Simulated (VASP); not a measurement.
# CO2 (I-42d) in VASP: notebook, part 2 of 3

VASP 6.6.1. Earlier steps stand in the parts before.

## (3) Dielectric tensor, PBE

INCAR reads:

```
SYSTEM = CO2
ALGO = Normal ; EDIFF = 1E-8
ENCUT = 600 ; GGA = PE
ISIF = 2 ; ISMEAR = 0
KPAR = 2 ; LASPH = .True.
LCHARG = .False. ; LEPSILON = .True.
LREAL = .False. ; LWAVE = .False.
NELM = 80 ; PREC = Accurate
SIGMA = 0.03
```

KPOINTS reads:

```
k-points
0
Gamma
  12 12 12
  0 0 0
```

POSCAR reads:

```
CO2                                     
1.0
   -1.9833142153      1.9833142153      2.9937037917
    1.9833142153     -1.9833142153      2.9937037917
    1.9833142153      1.9833142153     -2.9937037917
  C               O             
     2     4
Direct
     1.0000000000000000    0.0000000000000000    0.0000000000000000
     0.7500000000000000    0.2500000000000000    0.5000000000000000
     0.3750000000000000    0.2898958965648510    0.4148958965648510
     0.7101041034351490    0.1250000000000000    0.0851041034351490
     0.8750000000000000    0.9601041034351490    0.5851041034351490
     0.0398958965648510    0.6250000000000000    0.9148958965648510
```

Potentials or basis: VASP PAW PBE potentials, release 64 (C, O).

Run with:

```console
cat potpaw_PBE.64/C/POTCAR potpaw_PBE.64/O/POTCAR > POTCAR
mpirun -np 2 vasp_std > vasp.out
```

OUTCAR:

```text
SYSTEM = CO2
   EDIFF = 1E-8
   ENCUT = 600
   GGA = PE
   ISIF = 2
   ISMEAR = 0
   LASPH = .True.
   LEPSILON = .True.
   LREAL = .False.
   NELM = 80
   PREC = Accurate

 ion  position               nearest neighbor table
   1  0.000  0.000  0.000-   6 1.40   4 1.40   5 1.40   3 1.40
   2  0.750  0.250  0.500-   3 1.40   4 1.40   5 1.40   6 1.40
   3  0.375  0.290  0.415-   2 1.40   1 1.40
   4  0.710  0.125  0.085-   1 1.40   2 1.40
   5  0.875  0.960  0.585-   1 1.40   2 1.40
   6  0.040  0.625  0.915-   1 1.40   2 1.40

  LATTYP: Found a body centered tetragonal cell.
 ALAT       =     3.9666284306
 C/A-ratio  =     1.5094450333

  Lattice vectors:

 A1 = (  -1.9833142153,   1.9833142153,   2.9937037917)
 A2 = (   1.9833142153,  -1.9833142153,   2.9937037917)
 A3 = (   1.9833142153,   1.9833142153,  -2.9937037917)

Analysis of symmetry for initial positions (statically):
=====================================================================
 Subroutine PRICEL returns:
 Original cell was already a primitive cell.

 Routine SETGRP: Setting up the symmetry group for a
 body centered tetragonal supercell.

[... 800 lines left out ...]
 -----------------------------------------------------------------------------
     0.00006 -1.79271  0.00000           (  0.00000 -0.08386  0.00000)
    -1.79271  0.00006  0.00000           ( -0.08386  0.00000  0.00000)
     0.00000  0.00000 -0.00029           (  0.00000  0.00000  0.00000)

 PIEZOELECTRIC TENSOR FIELD DIRECTION 3  (C/m^2)
 -----------------------------------------------------------------------------
     0.00002 -0.60977  0.00000
    -0.60977  0.00002  0.00000
     0.00000  0.00000 -0.00010

 MACROSCOPIC STATIC DIELECTRIC TENSOR (including local field effects in DFT)
 ------------------------------------------------------
           3.210577    -0.000000     0.000000
          -0.000000     3.210577     0.000000
          -0.000000     0.000000     3.188759
 ------------------------------------------------------

 PIEZOELECTRIC TENSOR (including local field effects)  for field in x, y, z        (e  Angst)
          XX          YY          ZZ          XY          YZ          ZX
  --------------------------------------------------------------------------------
  x     0.00000     0.00000     0.00000     0.00000    -1.29799     0.00000
  y     0.00000     0.00000     0.00000     0.00000     0.00000    -1.29799
  z     0.00000     0.00000     0.00000    -1.79271     0.00000     0.00000

 PIEZOELECTRIC TENSOR (including local field effects)  for field in x, y, z        (C/m^2)
          XX          YY          ZZ          XY          YZ          ZX
  --------------------------------------------------------------------------------
  x     0.00000     0.00000     0.00000     0.00000    -0.44150     0.00000
  y     0.00000     0.00000     0.00000     0.00000     0.00000    -0.44150
  z     0.00000     0.00000     0.00000    -0.60977     0.00000     0.00000

 BORN EFFECTIVE CHARGES (including local field effects) (in |e|, cummulative output)
 ---------------------------------------------------------------------------------
 ion    1
    1     2.92904    -0.79560     0.00000
    2     0.79560     2.92904    -0.00000
    3     0.00000     0.00000     2.85226
 ion    2
    1     2.92904     0.79560     0.00000
    2    -0.79560     2.92904    -0.00000
    3     0.00000     0.00000     2.85226
 ion    3
    1    -0.92582    -0.00000     0.00000
    2     0.00000    -2.00321    -0.86672
    3     0.00000    -0.73709    -1.42613
 ion    4
    1    -2.00321     0.00000     0.86672
    2     0.00000    -0.92582    -0.00000
    3     0.73709     0.00000    -1.42613
 ion    5
    1    -0.92582    -0.00000     0.00000
    2     0.00000    -2.00321     0.86672
    3     0.00000     0.73709    -1.42613
 ion    6
    1    -2.00321     0.00000    -0.86672
    2    -0.00000    -0.92582    -0.00000
    3    -0.73709     0.00000    -1.42613
```

OSZICAR:

```text
N       E                     dE             d eps       ncg     rms          rms(c)
DAV:   1     0.201837997662E+03    0.20184E+03   -0.20729E+04  6520   0.178E+03
DAV:   2    -0.376443256097E+02   -0.23948E+03   -0.23226E+03  8924   0.362E+02
[... 12 lines left out ...]
RMM:   5    -0.309466758031E+00   -0.24837E-02   -0.16261E-04 19192   0.104E-01    0.102E-02
RMM:   6    -0.309640030514E+00   -0.17327E-03   -0.71693E-06 20005   0.204E-02    0.406E-03
RMM:   7    -0.309733489858E+00   -0.93459E-04   -0.76711E-07 19886   0.721E-03    0.808E-04
RMM:   8    -0.309740782906E+00   -0.72930E-05   -0.57998E-08 19605   0.162E-03    0.235E-04
RMM:   9    -0.309741375219E+00   -0.59231E-06   -0.44270E-09 19549   0.519E-04    0.567E-05
RMM:  10    -0.309740362078E+00    0.10131E-05    0.24688E-10 16100   0.145E-04    0.213E-05
RMM:  11    -0.309740399002E+00   -0.36924E-07    0.44007E-09 10258   0.653E-05    0.290E-06
```

stdout:

```text
POSCAR found type information on POSCAR C O
 POSCAR found :  2 types and       6 ions
 scaLAPACK will be used
 LDA part: xc-table for (Slater+PW92), standard interpolation
 POSCAR, INCAR and KPOINTS ok, starting setup
 FFT: planning ... GRIDC
 FFT: planning ... GRID_SOFT
 FFT: planning ... GRID
 WAVECAR not read
 entering main loop
 Linear response reoptimize wavefunctions to high precision
 Linear response G [H, r] |phi>, progress :
  Direction:   1
 Linear response G [H, r] |phi>, progress :
  Direction:   2
 Linear response G [H, r] |phi>, progress :
  Direction:   3
 Linear response to external field (no local field effect), progress :
  Direction:   1
 dielectric tensor                  component  1 :     3.487     0.063    -0.087
 Linear response to external field (no local field effect), progress :
  Direction:   2
 dielectric tensor                  component  2 :     0.063     3.413    -0.101
 Linear response to external field (no local field effect), progress :
  Direction:   3
 dielectric tensor                  component  3 :    -0.087    -0.100     3.267
 Linear response to external field, progress :
  Direction:   1
 dielectric tensor                  component  1 :     3.211     0.007    -0.029
 Linear response to external field, progress :
  Direction:   2
 dielectric tensor                  component  2 :     0.003     3.211     0.006
 Linear response to external field, progress :
  Direction:   3
 dielectric tensor                  component  3 :    -0.100    -0.023     3.189
 Born effective charges drift removed
```

Wall time 19 min (2 MPI ranks of Intel Xeon Platinum 8488C (Sapphire Rapids), shared host); peak memory 1.1 GiB.

What came out:

* Band gap on the k mesh: 7.63 eV, indirect (least direct gap 8.06 eV)
* Electronic dielectric tensor (diagonal): 3.21, 3.21, 3.19
* Born charges (mean of the diagonal): C +2.90; O -1.45 e

Levels at points of the mesh, in eV from the valence-band top:
```tsv
k point	band 13	band 14	band 15	band 16	band 17	band 18	band 19	band 20
(0.00, 0.00, 0.00)	-1.18	-0.87	-0.87	-0.43	7.63	9.03	9.18	9.18
(0.50, 0.00, 0.00)	-1.66	-1.34	-0.41	0.00	8.17	9.35	9.50	10.22
(0.50, 0.50, 0.00)	-0.64	-0.64	-0.51	-0.51	8.78	8.78	9.82	9.82
(0.50, 0.50, 0.50)	-2.81	-2.81	-0.01	-0.01	8.84	8.84	10.52	10.52
```

Electronic dielectric tensor:
```
3.21 0.00 0.00
0.00 3.21 0.00
0.00 0.00 3.19
```

Born effective charge tensors (e):
atom 1, C
```
 2.93 -0.80  0.00
 0.80  2.93  0.00
 0.00  0.00  2.85
```
atom 2, C
```
 2.93  0.80  0.00
-0.80  2.93  0.00
 0.00  0.00  2.85
```
atom 3, O
```
-0.93  0.00  0.00
 0.00 -2.00 -0.87
 0.00 -0.74 -1.43
```
atom 4, O
```
-2.00  0.00  0.87
 0.00 -0.93  0.00
 0.74  0.00 -1.43
```
atom 5, O
```
-0.93  0.00  0.00
 0.00 -2.00  0.87
 0.00  0.74 -1.43
```
atom 6, O
```
-2.00  0.00 -0.87
 0.00 -0.93  0.00
-0.74  0.00 -1.43
```

## (4) Phonons, PBEsol

This run uses another cell than the first one, of 7.61 Å³/atom, 0.970 times its volume.

POSCAR reads:

```
CO2
1.0
   -1.9604904386      1.9604904386      2.9709707791
    1.9604904386     -1.9604904386      2.9709707791
    1.9604904386      1.9604904386     -2.9709707791
  C               O
     2     4
Direct
     0.0000000000000000    1.0000000000000000    1.0000000000000000
     0.7500000000000000    0.2500000000000000    0.5000000000000000
     0.3750000000000000    0.2929175044303648    0.4179175044303648
     0.7070824955696353    0.1250000000000000    0.0820824955696352
     0.8750000000000000    0.9570824955696353    0.5820824955696353
     0.0429175044303648    0.6250000000000000    0.9179175044303647
```

INCAR.step1 reads:

```
  PREC = Accurate
  ENCUT = 600
  EDIFF = 1E-8
  ISMEAR = 0
  SIGMA = 0.03
  LREAL = False
  LASPH = True
  NELM = 80
  ALGO = Fast
  ISIF = 3
  LWAVE = False
  LCHARG = False
  GGA = PS
  KPAR = 2
  IBRION = 2
  NSW = 40
  EDIFFG = -0.002
```

INCAR.step2 reads:

```
  PREC = Accurate
  ENCUT = 600
  EDIFF = 1E-8
  ISMEAR = 0
  SIGMA = 0.03
  LREAL = False
  LASPH = True
  NELM = 80
  ALGO = Fast
  ISIF = 2
  LWAVE = False
  LCHARG = False
  GGA = PS
  KPAR = 2
  IBRION = 6
  NFREE = 2
  POTIM = 0.015
  NSW = 1
```

KPOINTS reads:

```
Automatic mesh
0
Gamma
  12 12 12
```

Potentials or basis: VASP PAW PBE potentials, release 64 (C, O).

Run with:

```console
cat potpaw_PBE.64/C/POTCAR potpaw_PBE.64/O/POTCAR > POTCAR
cp INCAR.step1 INCAR
mpirun -np 2 vasp_std > vasp.out
cp CONTCAR POSCAR
cp INCAR.step2 INCAR
mpirun -np 2 vasp_std > vasp.out
```

OUTCAR:

```text
PREC = Accurate
   ENCUT = 600
   EDIFF = 1E-8
   ISMEAR = 0
   LREAL = False
   LASPH = True
   NELM = 80
   ISIF = 2
   GGA = PS
   IBRION = 6
   NFREE = 2
   POTIM = 0.015
   NSW = 1

 ion  position               nearest neighbor table
   1  0.000  0.000  0.000-   3 1.40   4 1.40   5 1.40   6 1.40
   2  0.750  0.250  0.500-   3 1.40   4 1.40   5 1.40   6 1.40
   3  0.375  0.293  0.418-   1 1.40   2 1.40
   4  0.707  0.125  0.082-   1 1.40   2 1.40
   5  0.875  0.957  0.582-   1 1.40   2 1.40
[... 1023 lines left out ...]
  y    -9.15250   -25.32036    -9.07779     0.00000     0.00000    -1.68497
  z    -0.00000     0.00000     0.00000    -4.28798   -13.88135     0.00000

 Eigenvectors and eigenvalues of the dynamical matrix
 ----------------------------------------------------

   1 f  =   32.733084 THz   205.668030 2PiTHz 1091.858141 cm-1   135.373095 meV
             X         Y         Z           dx          dy          dz
      0.000000  0.000000  0.000000     0.000000   -0.000000    0.705982
      0.000000  1.960490  1.485485    -0.000000   -0.000000   -0.705982
      0.658401  0.980245  0.742743    -0.028194    0.000000   -0.000000
     -0.980245  1.302089  2.228228    -0.000000   -0.028194    0.000000
      1.302089  0.980245  3.713713     0.028194    0.000000    0.000000
      2.940736  0.658401 -0.742743     0.000000    0.028194    0.000000
[... 145 lines left out ...]
  18 f/i=    0.004383 THz     0.027541 2PiTHz    0.146209 cm-1     0.018128 meV
             X         Y         Z           dx          dy          dz
      0.000000  0.000000  0.000000    -0.000000   -0.000000    0.369511
      0.000000  1.960490  1.485485    -0.000000   -0.000000    0.369511
      0.658401  0.980245  0.742743    -0.000000    0.000008    0.426299
     -0.980245  1.302089  2.228228    -0.000008   -0.000000    0.426299
      1.302089  0.980245  3.713713    -0.000000   -0.000008    0.426299
      2.940736  0.658401 -0.742743     0.000008   -0.000000    0.426299

 ELASTIC MODULI CONTR FROM IONIC RELAXATION (kBar)
 Direction    XX          YY          ZZ          XY          YZ          ZX
 --------------------------------------------------------------------------------
 XX       -2283.0274  -1203.2792   -918.0548     -0.0000      0.0000     -0.0000
 YY       -1203.2792  -2283.0274   -918.0548     -0.0000      0.0000     -0.0000
 ZZ        -918.0548   -918.0548   -483.5057     -0.0000      0.0000     -0.0000
 XY          -0.0000      0.0000     -0.0000  -1029.4247      0.0000      0.0000
 YZ           0.0000      0.0000      0.0000      0.0000  -1224.3003     -0.0000
 ZX          -0.0000     -0.0000     -0.0000      0.0000     -0.0000  -1224.2998
 --------------------------------------------------------------------------------
```

OUTCAR.step1:

```text
PREC = Accurate
   ENCUT = 600
   EDIFF = 1E-8
   ISMEAR = 0
   LREAL = False
   LASPH = True
   NELM = 80
   ISIF = 3
[... 796 lines left out ...]
      1.30209      0.98025      3.71371         0.000864      0.000000      0.000000
      2.94074      0.65840     -0.74274        -0.000000     -0.000864     -0.000000
 -----------------------------------------------------------------------------------
    total drift:                               -0.000001     -0.000001     -0.000002

  FREE ENERGIE OF THE ION-ELECTRON SYSTEM (eV)
  ---------------------------------------------------
  free  energy   TOTEN  =       -46.1295404382 eV

  energy  without entropy=      -46.1295404382  energy(sigma->0) =      -46.12954044

 reached required accuracy - stopping structural energy minimisation
```

OSZICAR.step1:

```text
N       E                     dE             d eps       ncg     rms          rms(c)
DAV:   1     0.199677001812E+03    0.19968E+03   -0.20897E+04  6520   0.179E+03
DAV:   2    -0.401612786964E+02   -0.23984E+03   -0.23202E+03  8828   0.364E+02
DAV:   3    -0.488415412538E+02   -0.86803E+01   -0.86472E+01  7824   0.751E+01
[... 12 lines left out ...]
RMM:  16    -0.461295407941E+02    0.46614E-06   -0.20683E-05  6520   0.309E-02    0.405E-03
RMM:  17    -0.461295405162E+02    0.27791E-06   -0.15263E-06  6529   0.998E-03    0.197E-03
RMM:  18    -0.461295404404E+02    0.75715E-07   -0.57400E-07  6532   0.574E-03    0.254E-04
RMM:  19    -0.461295404386E+02    0.18972E-08   -0.11390E-07  6253   0.202E-03    0.204E-04
RMM:  20    -0.461295404382E+02    0.36789E-09   -0.10520E-08  3937   0.748E-04
   1 F= -.46129540E+02 E0= -.46129540E+02  d E =-.461295E+02
```

Run time: 25 min. Hardware: 2 MPI ranks of Intel Xeon Platinum 8488C (Sapphire Rapids), shared host; peak memory 1.2 GiB.

What came out:

```
Highest phonon frequency at Γ, LO-TO splitting left out : 1092 cm⁻¹
```

Phonon frequencies in cm⁻¹ (negative: imaginary):
```csv
q point,frequencies
"(0.000, 0.000, 0.000)",0 0 0 344 344 530 638 681 780 844 844 892 892 910 1057 1057 1077 1092
```

Caveat: the PAW data sets were made with another functional, which shifts forces and pressure a little.

(Part 2 of 3 ends here.)
